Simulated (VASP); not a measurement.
Runs of VASP 6.6.1 on TePb. The structure is cubic, space group Pm-3m (No. 221). The conventional cell has a = 4.002 Å, b = 4.002 Å, c = 4.002 Å, α = 90.00°, β = 90.00°, γ = 90.00°. Around Te (site symmetry m-3m) lie 8 Pb at 3.47 Å. Pb (site symmetry m-3m) has 8 Te at 3.47 Å as nearest neighbours. Measurements of this composition are mostly on another form, of space group No. 225.

```tsv
task	level	potentials or basis	cell	k mesh for the DOS	occupations for the DOS	gap on the mesh (eV)	pressure (GPa)
single point	PBE	VASP PAW PBE potentials, release 64 (Te, Pb_d)	equal xy, yz and zx shear strains of +1.5 %	-	-	none	-0.3
single point	PBE	VASP PAW PBE potentials, release 64 (Te, Pb_d)	volume scaled by 1.02	-	-	none	(a)
single point	PBE	VASP PAW PBE potentials, release 64 (Te, Pb_d)	atom 1 (Te) moved by [0.021213, 0.021213, 0.0] A	-	-	none	-0.3
single point	LDA	VASP PAW LDA potentials, release 64 (Te, Pb_d)	as given	-	-	none	-4.1
```

Alike in all rows: no spin polarisation; k mesh 10 × 10 × 10; cutoff (eV) 520; smearing fermi-dirac 0.08 eV.

Question: Estimate the missing entries.

Answer: (a) -1.0.

A k mesh can miss the band edges, and the runs leave out spin-orbit coupling on Pb, Te.

A gap of «none» marks a metal or a gap under the smearing width.
